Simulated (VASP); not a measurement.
## HfO2: single point with PBE

Crystal: HfO2.

```
CELL_PARAMETERS angstrom
3.55841 0.00000 0.00000
0.00000 3.55841 0.00000
0.00000 0.00000 5.13266
ATOMIC_POSITIONS crystal
Hf 0.50000 0.50000 0.50000
Hf 0.00000 0.00000 0.00000
O 0.00000 0.50000 0.70449
O 0.50000 0.00000 0.79551
O 0.50000 0.00000 0.29551
O 0.00000 0.50000 0.20449
```

Measurements of this composition are mostly on another form, of space group No. 14.

```json
{
 "Program": "VASP 6.6.1",
 "Task": "single point",
 "Functional": "PBE",
 "Potentials or basis": "VASP PAW PBE potentials, release 64 (Hf_pv, O)",
 "Cutoff": "520 eV",
 "k mesh": "6 × 6 × 4",
 "Occupations": "gaussian, width 0.02 eV",
 "Spin": "no spin polarisation"
}
```

The pressure is 6.4 GPa. The largest force is 0.036 eV/Å and the band gap on the k mesh is 4.64 eV, indirect (least direct gap 4.75 eV).

Forces in eV/Å, atoms in the order of the input:
```
Hf   0.000  0.000  0.000
Hf   0.000  0.000  0.000
O    0.000  0.000 -0.036
O    0.000  0.000  0.036
O    0.000  0.000  0.036
O    0.000  0.000 -0.036
```

Levels at points of the mesh, in eV from the valence-band top:
| k point | band 18 | band 19 | band 20 | band 21 | band 22 | band 23 | band 24 | band 25 | band 26 | band 27 |
| --- | --- | --- | --- | --- | --- | --- | --- | --- | --- | --- |
| (0.00, 0.00, 0.00) | -1.27 | -0.48 | -0.13 | -0.11 | -0.11 | 4.64 | 4.66 | 5.71 | 6.18 | 6.49 |
| (0.50, 0.00, 0.00) | -2.24 | -1.50 | -1.50 | -0.16 | -0.16 | 5.08 | 5.08 | 6.09 | 6.09 | 7.60 |
| (0.50, 0.50, 0.00) | -1.09 | -0.87 | -0.87 | -0.35 | -0.35 | 5.49 | 5.49 | 6.14 | 6.14 | 7.32 |
| (0.00, 0.00, 0.50) | -2.75 | -0.58 | -0.58 | -0.03 | -0.03 | 5.34 | 5.34 | 5.56 | 5.56 | 8.78 |
| (0.50, 0.00, 0.50) | -2.01 | -1.40 | -1.40 | -1.05 | -1.05 | 5.25 | 5.25 | 5.53 | 5.53 | 7.58 |
| (0.50, 0.50, 0.50) | -1.98 | -1.33 | -1.33 | 0.00 | 0.00 | 5.94 | 5.94 | 6.11 | 6.11 | 7.52 |

It took 38 s on 1 thread of Intel(R) Xeon(R) Platinum 8488C (Sapphire Rapids) (shared host), peak memory 0.2 GiB.

Caveat: spin-orbit coupling is left out, which moves the levels of the heavy elements. Expect the measured gap to be larger: semilocal functionals such as PBE lack the derivative discontinuity.
